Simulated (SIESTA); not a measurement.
Cu, 1 atom in the cell. The structure is cubic, space group Fm-3m (No. 225). Conventional cell: a = 3.615 Å, b = 3.615 Å, c = 3.615 Å, α = 90.00°, β = 90.00°, γ = 90.00°. Cu (site symmetry m-3m) is surrounded by 12 Cu at 2.56 Å. 

```yaml
Program: SIESTA 5.4.2
Task: relaxation of cell and atoms
Functional: PBE
Potentials_or_basis: PseudoDojo 0.4 standard (PBE files)
Basis: DZP (energy shift 0.002 Ry)
Grid_cutoff: 800 Ry
Energy_shift: 0.002 Ry
k_mesh: 10 × 10 × 10
Occupations: fermi-dirac, width 0.05 eV
Spin: no spin polarisation
optimiser: Broyden
force_tolerance: 0.01 eV/Å
stress_tolerance_GPa: 0.05
```

Potentials or basis: PseudoDojo 0.4 standard (PBE files), DZP (energy shift 0.002 Ry).

The run is started by

```bash
$ siesta < Cu.fdf > Cu.out 2>&1
```

Hardware: 1 thread of Arm Neoverse V2, on a shared host.

Estimate the wall time of this run.

It took 45 s on 1 thread of Arm Neoverse V2 (shared host), peak memory 0.18 GiB. Counts: scf iterations 21, k points 560, bands 19, ion steps 4.
